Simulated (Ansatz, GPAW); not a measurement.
This is a calculation of Se (Selenium) for Ansatz 0.2.0. 

Contents of input.yaml:

```yaml
crystal:
  lattice:
    - [4.3662, 0.0, 0.0]
    - [-2.1831, 3.781240118, 0.0]
    - [0.0, 0.0, 4.9536]
  atoms:
    - { symbol: Se, position: [0.7746, 0.7746, 0.0] }
    - { symbol: Se, position: [0.0, 0.2254, 0.6666666667] }
    - { symbol: Se, position: [0.2254, 0.0, 0.3333333333] }
hamiltonian:
  xc: pbe
  pseudopotentials: { kind: paw }
kpoints:
  mp_grid: { grid: [7, 7, 6] }
scf:
  occupations: { method: gaussian, width: 0.03 }
output:
  forces: true
  stress: true
  eigenvalues: true
```

Potentials or basis: Ansatz PAW.

Launch:

```console
$ ansatz run input.yaml --threads 2 --pin off --max-ram 5632MiB --backend cpu --events-out ev --progress --plain --runs-dir out
```

**Question.** Set up the same calculation for GPAW 26.7.0 (ASE script). Potentials or basis there: GPAW PAW data sets (gpaw-data 1.2.1), cutoff 600 eV.

**Answer.** As run (cutoffs and basis follow the program's own potentials, and thresholds, step limits or extra output files can differ):

Contents of run.py:

```python
from ase.dft.bandgap import bandgap
from ase.io import read, write
from ase.units import GPa
from gpaw import GPAW, PW

atoms = read('POSCAR')

calc = GPAW(mode=PW(600),
            xc='PBE',
            kpts={'size': (7, 7, 6), 'gamma': True},
            occupations={'name': 'methfessel-paxton', 'order': 0, 'width': 0.03},
            nbands=19,
            convergence={'density': 1e-05, 'energy': 1e-05},
            maxiter=150,
            txt='gpaw.txt')
atoms.calc = calc
energy = atoms.get_potential_energy()
forces = atoms.get_forces()
stress = atoms.get_stress()
calc.write('gs.gpw')
write('result.traj', atoms)
print(f'Energy: {energy:.6f} eV')
print('Forces (eV/A):')
print(forces.round(4))
print('Stress (GPa):', (stress / GPa).round(3))
print('Fermi level:', round(calc.get_fermi_level(), 4), 'eV')
print(f'Gap: {bandgap(calc)[0]:.4f} eV, direct: {bandgap(calc, direct=True)[0]:.4f} eV')
```

POSCAR

```
Se
1.0
    4.3662000000      0.0000000000      0.0000000000
   -2.1831000000      3.7812401180      0.0000000000
    0.0000000000      0.0000000000      4.9536000000
Se
3
Direct
    0.7746000000      0.7746000000      0.0000000000
    0.0000000000      0.2254000000      0.6666666667
    0.2254000000      0.0000000000      0.3333333333
```

Potentials or basis: GPAW PAW data sets (gpaw-data 1.2.1), pw.

Command:

```bash
$ OMP_NUM_THREADS=1 python run.py
```

Both were run:

|  | Ansatz | GPAW |
| --- | --- | --- |
| Pressure | 2.8 GPa | 2.8 GPa |
| Largest force | 0.401 eV/Å | 0.420 eV/Å |

Ansatz's pressure holds a Pulay term of +0.01 GPa for its cutoff of 420 eV, which the other run lacks.

The potentials hold 48 and 18 valence electrons a cell.

Where Ansatz's input types no cutoff or centring, it takes its own default and a Γ-centred mesh.

Pressure is positive in compression.
